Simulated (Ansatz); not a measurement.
`FC(F)C(Cl)Cl` + H–F → `FC(F)F` + `ClCCl` at 600 K and 1 bar (substitution at a C–C bond).

Gas-phase electronic energies from Ansatz, PBE0-D4/def2-TZVP geometries. CBS: MP2 limit from def2 TZ/QZ plus the TZ coupled-cluster correction, frozen cores. This one scheme is used for every species. Each species was taken in one conformer, which may not be the lowest.

```json
{"species": "`FC(F)C(Cl)Cl`", "CCSD(T)/CBS energy (Eh)": "-1196.43636", "H − E (kJ/mol)": "164.7", "S (J/(mol·K))": "417.3"}
{"species": "H–F", "CCSD(T)/CBS energy (Eh)": "-100.39570", "H − E (kJ/mol)": "42.3", "S (J/(mol·K))": "194.0"}
{"species": "`FC(F)F`", "CCSD(T)/CBS energy (Eh)": "-338.02896", "H − E (kJ/mol)": "97.7", "S (J/(mol·K))": "303.2"}
{"species": "`ClCCl`", "CCSD(T)/CBS energy (Eh)": "-958.80256", "H − E (kJ/mol)": "108.1", "S (J/(mol·K))": "312.6"}
```

H − E and S are ideal-gas, rigid-rotor, harmonic terms from PBE0-D4/def2-TZVP, for one conformer and one mirror image of each species. 1 Eh = 2625.50 kJ/mol, R = 8.31446 J/(mol·K).

By hand: ΔE, ΔH, ΔS and ΔG.

ΔE = (-338.02896) + (-958.80256) − (-1196.43636) − (-100.39570) = 0.00054 Eh = 1.4 kJ/mol. Δ(H − E) = 97.7 + 108.1 − 164.7 − 42.3 = -1.2, so ΔH = 0.2 kJ/mol. ΔS = 303.2 + 312.6 − 417.3 − 194.0 = 4.5 J/(mol·K). ΔG = 0.2 − 600 × (4.5)/1000 = -2.5 kJ/mol.

By hand: the equilibrium constant, and the temperature at which ΔG would vanish if ΔH and ΔS stayed fixed.

log₁₀ K = −ΔG/(RT ln 10) = 0.2. ΔG = 0 at ΔH/ΔS = 44 K, though so small a ΔH makes that figure unsure.

TΔS isn't small against ΔH here. The sign of ΔG lies within the doubt. A doubt of 5 kJ/mol in ΔE shifts log₁₀ K by 0.4 here. Other conformers and mirror images would add mixing entropy, several J/(mol·K) or more a flexible species. These are equilibria of isolated gas molecules and say nothing of rates. Largest T1 diagnostic: 0.012 (customary marks: 0.02 for closed shells, 0.045 for open ones).
